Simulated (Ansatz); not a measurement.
Pb:

```
Pb
1.0
     0.00000    2.47502    2.47502
     2.47502    0.00000    2.47502
     2.47502    2.47502    0.00000
Pb
1
Direct
  0.00000 0.00000 0.00000
```

Base run:

```yaml
Program: Ansatz 0.2.0
Functional: PBEsol
Potentials_or_basis: all-electron LAPW, scalar-relativistic
Cutoff: 154 eV (chosen from the basis error)
Basis_error_allowed: 0.001 eV/atom
k_mesh: 9 × 9 × 9
Occupations: fermi-dirac, width 0.05 eV
Spin: no spin polarisation
```

Its results: pressure -0.6 GPa.

**Question.** The run is repeated on the same cell with these changes: functional from PBEsol to LDA. What comes out?

**Answer.** Pressure -2.2 GPa.

LDA binds more tightly than PBEsol, so the same cell stands under less pressure.
